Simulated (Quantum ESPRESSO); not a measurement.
## CdSe (Cadmoselite) under changes of volume

One of the cells (28.102 Å³/atom); the others are scaled copies at fixed shape and fractional positions:

```
Cd Se
1.0
     4.30000    0.00000    0.00000
    -2.15000    3.72391    0.00000
     0.00000    0.00000    7.02000
Cd Se
2 2
Direct
  0.66667 0.33333 0.50000
  0.33333 0.66667 0.00000
  0.66667 0.33333 0.88500
  0.33333 0.66667 0.38500
```

* Program: Quantum ESPRESSO 7.5
* Functional: PBE
* Potentials or basis: SSSP 1.3 efficiency PBE
* Cutoff: 816 eV
* Density cutoff: 6531 eV
* k mesh: 7 × 7 × 4
* Occupations: fermi-dirac, width 0.05 eV
* Spin: no spin polarisation

```tsv
volume (Å³/atom)	energy over the lowest point (meV/atom)	pressure (GPa)	gap on the mesh (eV)	largest force (eV/Å)
26.416	?	?	?	?
26.978	46.58	5.7	0.76	0.331
27.540	28.96	4.3	0.72	0.308
28.102	15.94	3.0	0.68	0.286
28.665	7.04	1.9	0.64	0.266
29.227	1.86	0.9	0.60	0.248
29.789	0.00	0.0	0.55	0.230
```

Task: What does the run at 26.416 Å³/atom give?

Result: Energy over the lowest point 69.33 meV/atom; pressure 7.2 GPa; gap on the mesh 0.81 eV; largest force 0.356 eV/Å.

Worked out: A Birch-Murnaghan fit of order 3 (a polynomial in V^(-2/3)) to the other rows has its minimum at 29.85 Å³/atom, just outside them, with B0 = V·E''(V) = 45 GPa and B' = 4.7 at fixed shape and positions, which overstates the stiffness. It gives 69.34 meV/atom at 26.416 Å³/atom, against the run's 69.33, and -dE/dV = 7.3 GPa, against 7.2. A straight line through the other rows of the gap, of slope -2.09 eV per unit of ln V (its deformation potential), extrapolates to 0.81 eV, against the run's 0.81.

Energies are extrapolated to zero smearing.

Spin-orbit coupling on Cd, Se is left out.
